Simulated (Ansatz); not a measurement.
BaHfO3 built on the cubic perovskite prototype, relaxed with r2SCAN in the PAW code Ansatz. The symmetry is Pm-3m (No. 221, cubic); conventional cell a = 4.177 Å, 14.58 Å³ an atom. Ba has 12 O at 2.95 Å; Hf has 6 O at 2.09 Å; O has 2 Hf at 2.09 Å and 4 Ba at 2.95 Å.

The axes x, y and z are those of this cell:
```
Ba Hf O
1.0
     4.17706    0.00000    0.00000
     0.00000    4.17706    0.00000
     0.00000    0.00000    4.17706
Ba Hf O
1 1 3
Cartesian
  0.0000 0.0000 0.0000
  2.0885 2.0885 2.0885
  2.0885 2.0885 0.0000
  2.0885 0.0000 2.0885
  0.0000 2.0885 2.0885
```

Unstrained: With PBE the valence top lies at R and the conduction bottom at Γ, 3.665 eV higher; the smallest vertical gap, at Γ, is 3.772 eV. The r2SCAN gap is indirect, 4.194 eV (R to Γ), below the direct gap of 4.317 eV at Γ. The HSE06 gap is indirect, 5.177 eV (R to Γ), below the direct gap of 5.341 eV at Γ. Meshes: PBE 6×6×6, r2SCAN 6×6×6, HSE06 4×4×4. Strains are changes of length per length. After each strain the atoms were relaxed again with r2SCAN within the symmetry that the strain leaves, so tilts or polar shifts that break it weren't tested; points keep the names that they have in the unstrained zone. No spin polarisation and no zero-point or thermal motion.

Question: One strain changed the r2SCAN stress by xx +19.15, yy +19.15, zz -0.01 GPa (compression positive) and the gap by -0.089 eV (PBE), -0.074 eV (r2SCAN), -0.069 eV (HSE06). Which kind of strain was it, and roughly how large?

Answer: Epitaxial -4.0 % in the xy plane, free normal strain +2.30 %. The pattern of the stress gives the kind; the size needs the stiffness, so it is an estimate.

Question: Apply uniaxial +3.0 % along z, other directions held. How far does the gap move, against the unstrained cell?

Answer: PBE: the gap goes from 3.665 to 3.519 eV (-0.146 eV). r2SCAN: the gap goes from 4.194 to 4.040 eV (-0.154 eV). HSE06: the gap goes from 5.177 to 5.027 eV (-0.150 eV). The r2SCAN energy rises by 12.5 meV an atom.

Question: Estimate what uniaxial -1.0 % along x, other directions held does to the gap.

Answer: PBE: the gap goes from 3.665 to 3.642 eV (-0.023 eV). r2SCAN: the gap goes from 4.194 to 4.173 eV (-0.021 eV). HSE06: the gap goes from 5.177 to 5.156 eV (-0.021 eV). The r2SCAN energy rises by 1.6 meV an atom.

Question: One strain changed the r2SCAN stress by xx -8.92, yy -8.92, zz -8.92 GPa (compression positive) and the gap by -0.128 eV (PBE), -0.144 eV (r2SCAN), -0.145 eV (HSE06). Which kind of strain was it, and roughly how large?

Answer: Isotropic +2.0 % on every length. The pattern of the stress gives the kind; the size needs the stiffness, so it is an estimate.

No spin-orbit coupling is included; it can move band edges with weight on the heavy atoms by tenths of an eV.

The meshes of the hybrids are coarse, so their gaps aren't converged to the digits shown.
